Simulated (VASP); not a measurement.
Input of a VASP 6.6.1 run:

File INCAR:

```
PREC     = Accurate       # precision mode
ENCUT    = 910            # plane-wave cutoff, eV
EDIFF    = 1E-6           # SCF threshold, eV
ISMEAR   = -1             # smearing method
SIGMA    = 0.02           # smearing width, eV
LREAL    = False          # projectors in reciprocal space
LASPH    = True           # aspherical terms in the spheres
NELM     = 120            # most SCF steps
ALGO     = Normal         # electronic algorithm
ISIF     = 2              # what is computed and relaxed
LWAVE    = False          # write WAVECAR
LCHARG   = True           # write CHGCAR
LELF     = True           # ELF
LVHAR    = True         
NBANDS   = 11             # bands
GGA_COMPAT= False
```

The input KPOINTS:

```
Automatic mesh
0
Gamma
  12 12 12
```

The input POSCAR:

```
BN
1.0
    0.0000000000      1.7899237671      1.7899237671
    1.7899237671      0.0000000000      1.7899237671
    1.7899237671      1.7899237671      0.0000000000
B N
1 1
Direct
    0.0000000000      0.0000000000      0.0000000000
    0.2500000000      0.2500000000      0.2500000000
```

Potentials or basis: VASP PAW LDA potentials, release 64 (B_h, N_h).

Run with:

```sh
$ cat potpaw_LDA.64/B_h/POTCAR potpaw_LDA.64/N_h/POTCAR > POTCAR
$ mpirun -np 1 vasp_std > vasp.out
```

Q: Predict the band gap on the k mesh.

A: 4.38 eV, indirect (least direct gap 8.83 eV).

Q: What does it give for the pressure?

A: 0.7 GPa.

Caveat: the cutoff is under 1.25 times the usual one of these potentials, so pressure, stress and relaxed cells hold a basis-set (Pulay) error.

**Experimental background.**

A printed reference work, monograph reports, for a bulk crystal of BN at 300 K: band gap 6.4 eV (indirect).

Against the measured gap of BN, 6.4 eV (indirect; 300 K; a printed reference work, monograph), the calculated 4.38 eV is off by -2.02 eV. The value is that of LDA on a finite k mesh, which can miss the band edges, without temperature or zero-point motion. Semilocal functionals fall short of measured gaps as a rule.
